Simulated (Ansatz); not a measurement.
AlRu: do energies and stresses tell the same story?

These are results of DFT r2SCAN, scalar-relativistic, plane waves, PAW (Ansatz), not measurements.

Plane waves to 500 eV, a k mesh through Γ of 14×14×14 on the computed 2-atom cell and Gaussian smearing (0.10 eV); no spin polarisation.

Relaxed cell: Pm-3m, a = 2.983 Å, b = 2.983 Å, c = 2.983 Å, α = 90.00°, β = 90.00°, γ = 90.00°, 2 atoms in the primitive cell. Whether it is the stable form of this composition wasn't checked.

Energies at zero smearing and pressures from the stress tensor, at volumes with shape and atoms relaxed:
| V (Å³/atom) | E − E(first) (meV/atom) | P (GPa) |
| --- | --- | --- |
| 11.675 | 0.00 | 37.16 |
| 12.073 | -77.33 | 25.50 |
| 12.471 | -127.96 | 15.60 |
| 12.869 | -155.87 | 7.17 |
| 13.267 | -164.44 | -0.01 |
| 13.665 | -156.54 | -6.12 |
| 14.063 | -134.63 | -11.32 |
| 14.593 | -87.16 | -17.07 |

Problem. Check P = −dE/dV between neighbouring volumes, and get the bulk modulus from the pressures alone.

Solution. With 1 eV/Å³ = 160.2 GPa:
| middle V (Å³/atom) | −ΔE/ΔV (GPa) | mean P (GPa) |
| --- | --- | --- |
| 11.874 | 31.130 | 31.329 |
| 12.272 | 20.381 | 20.550 |
| 12.670 | 11.235 | 11.382 |
| 13.068 | 3.451 | 3.578 |
| 13.466 | -3.180 | -3.067 |
| 13.864 | -8.823 | -8.724 |
| 14.328 | -14.330 | -14.197 |

The two differ by 0.20 GPa at most. The mean of two end pressures misses the average over a step by about ΔV² P″/12, up to 0.16 GPa here; with that taken off 0.04 GPa remains. The stress is the derivative of the free energy, not of the energy at zero smearing, and with free energies 0.00 GPa remains. Around V = 13.267 Å³/atom, the two neighbours give B = −V ΔP/ΔV = 13.267 × 13.29 / 0.796 = 221.5 GPa, against B0 = 220.4 GPa from the Birch–Murnaghan fit of the energies.